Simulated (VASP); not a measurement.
GaSb: relaxation of cell and atoms with PBE

GaSb:

```
CELL_PARAMETERS angstrom
0.00000 3.11768 3.11768
3.11768 0.00000 3.11768
3.11768 3.11768 0.00000
ATOMIC_POSITIONS crystal
Ga 0.00000 0.00000 0.00000
Sb 0.25000 0.25000 0.25000
```

```
Program                : VASP 6.6.1
Task                   : relaxation of cell and atoms
Functional             : PBE
Potentials or basis    : VASP PAW PBE potentials, release 64 (Ga, Sb)
Cutoff                 : 300 eV
k mesh                 : 5 × 5 × 5
Occupations            : gaussian, width 0.03 eV
Spin                   : no spin polarisation
Further INCAR settings : ALGO = Normal; EDIFF = 1e-07; IBRION = 2; EDIFFG = -0.005; NSW = 90; ISIF = 3
```

- Relaxed volume: 30.28 Å³/atom
- Relaxed cell: a = 4.408 Å, b = 4.408 Å, c = 4.408 Å, α = 60.00°, β = 60.00°, γ = 60.00°
- Space group after relaxing (to 0.05 Å): F-43m (No. 216)
- Energy gained by relaxing: 0.0 meV/atom
- Ionic steps: 2
- Pressure after relaxing: 0.0 GPa
- Band gap on the k mesh: none (metal or under the smearing width)

Final structure:
```yaml
crystal:
  lattice:
    - [0.00000, 3.11684, 3.11684]
    - [3.11684, 0.00000, 3.11684]
    - [3.11684, 3.11684, 0.00000]
  atoms:
    - { symbol: Ga, position: [0.00000, 0.00000, 0.00000] }
    - { symbol: Sb, position: [0.25000, 0.25000, 0.25000] }
```

Levels at points of the mesh, in eV from the Fermi level:
```
           k point  band 1  band 2  band 3  band 4  band 5  band 6  band 7  band 8
(0.00, 0.00, 0.00)  -11.09   -0.32   -0.01   -0.01   -0.01    2.79    2.79    2.79
```

It took 6.4 s on 1 thread of Intel(R) Xeon(R) 6975P-C (Granite Rapids), with other jobs on the host, peak memory 0.15 GiB.

Caveat: this crystal is a semiconductor, whose small gap the functional closes, so the metal is an error of the method. Spin-orbit coupling is left out, which matters for the levels of Sb.
